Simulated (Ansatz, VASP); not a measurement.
One calculation of BN, two programs

The input INCAR:

```
SYSTEM = BN
  PREC = Accurate
  ENCUT = 600
  EDIFF = 1E-7
  ISMEAR = 0
  SIGMA = 0.02
  LREAL = .False.
  LASPH = .True.
  NELM = 80
  ALGO = Normal
  ISIF = 3
  LWAVE = .False.
  LCHARG = .False.
  GGA = PS
  IBRION = 2
  NSW = 100
  EDIFFG = -0.005
```

KPOINTS

```
Automatic mesh
0
Gamma
  12 12 12
  0 0 0
```

The input POSCAR:

```
BN
1.0
    0.0000000000      1.8130010000      1.8130010000
    1.8130010000      0.0000000000      1.8130010000
    1.8130010000      1.8130010000      0.0000000000
B N
1 1
Direct
    0.0000000000      0.0000000000      0.0000000000
    0.7500000000      0.7500000000      0.7500000000
```

Input for Ansatz:

```yaml
crystal:
  lattice:
    - [0.0, 1.813001, 1.813001]
    - [1.813001, 0.0, 1.813001]
    - [1.813001, 1.813001, 0.0]
  atoms:
    - { symbol: B, position: [0.0, 0.0, 0.0] }
    - { symbol: "N", position: [0.75, 0.75, 0.75] }
basis:
  ecutwfc: 420
kpoints:
  mp_grid: { grid: [12, 12, 12] }
hamiltonian:
  xc: pbesol
scf:
  occupations: { method: gaussian, width: 0.02 }
output:
  forces: true
  stress: true
  eigenvalues: true
relax:
  adjacent_minimum: "off"
  f_tol: 0.005
  max_steps: 80
  cell: { stress_tol: 0.05 }
```

The cell is a database's computed one.

Alike in both runs: task relaxation of cell and atoms; functional PBEsol; k mesh 12 × 12 × 12; occupations gaussian, width 0.02 eV; no spin polarisation.

```csv
,VASP,Ansatz
version,VASP 6.6.1,Ansatz 0.2.0
potentials or method,"VASP PAW PBE potentials, release 64 (B, N)","scalar-relativistic, plane waves, PAW"
plane-wave cutoff (eV),600,420
valence electrons in the cell,8,8
```

Ansatz gave:

* gap on the k mesh at the Fermi level, each at its own relaxed structure (eV): 4.30
* relaxed volume (Å³/atom): 5.86
* relaxed cell length with the largest relative difference (Å): 2.550
* energy change over the relaxation (meV/atom): -2

**Question.** What did VASP give for the same quantities?

**Answer.** gap on the k mesh at the Fermi level, each at its own relaxed structure (eV): 4.28; relaxed volume (Å³/atom): 5.86; relaxed cell length with the largest relative difference (Å): 2.550; energy change over the relaxation (meV/atom): -2.

Caveats: the PAW data sets were made with another functional, which shifts forces and pressure a little (VASP). A k mesh can miss the band edges.
